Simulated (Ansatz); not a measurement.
The system is SiNi.

```xyz
8
Lattice="5.1731 0.0000 0.0000 0.0000 3.3381 0.0000 0.0000 0.0000 5.6049" Properties=species:S:1:pos:R:3 pbc="T T T"
Ni    5.1328    2.5036    4.5539
Ni    2.6268    0.8345    1.7514
Ni    2.5463    2.5036    3.8535
Ni    0.0403    0.8345    1.0510
Si    3.5111    0.8345    5.1425
Si    4.2486    2.5036    2.3400
Si    0.9245    0.8345    3.2649
Si    1.6620    2.5036    0.4624
```

Base run:

| Property | Result |
| --- | --- |
| Program | Ansatz 0.2.0 |
| Functional | PBEsol |
| Potentials or basis | Ansatz PAW |
| Cutoff | 420 eV |
| Density cutoff | 1680 eV |
| k mesh | 5 × 8 × 5 |
| Occupations | fermi-dirac, width 0.05 eV |
| Spin | collinear spin, ferromagnetic start |
| Starting moments | [1.0, 1.0, 1.0, 1.0, 0.0, 0.0, 0.0, 0.0] μB |

Its results: band gap on the k mesh none (metal or under the smearing width); pressure -4.3 GPa; net moment 0.00 μB per cell; largest force 0.082 eV/Å.

Question: After a change of settings the same cell gave: band gap on the k mesh none (metal or under the smearing width); pressure -3.2 GPa; net moment 0.00 μB per cell; largest force 0.146 eV/Å. Which change was it?
A. functional from PBEsol to LDA
B. functional from PBEsol to r2SCAN; cutoff from 420 eV to 500 eV; density cutoff from 1680 eV to 2000 eV
C. functional from PBEsol to PBE
D. functional from PBEsol to PBE; occupations from fermi-dirac, width 0.05 eV to gaussian, width 0.012 eV

Answer: B.

Caveats: the PAW data sets come from PBE, with cores solved anew for the run's functional, which leaves a small shift of forces and pressure; the magnetic or orbital state may not be the lowest (some runs).

Not every run made on this cell is shown here.
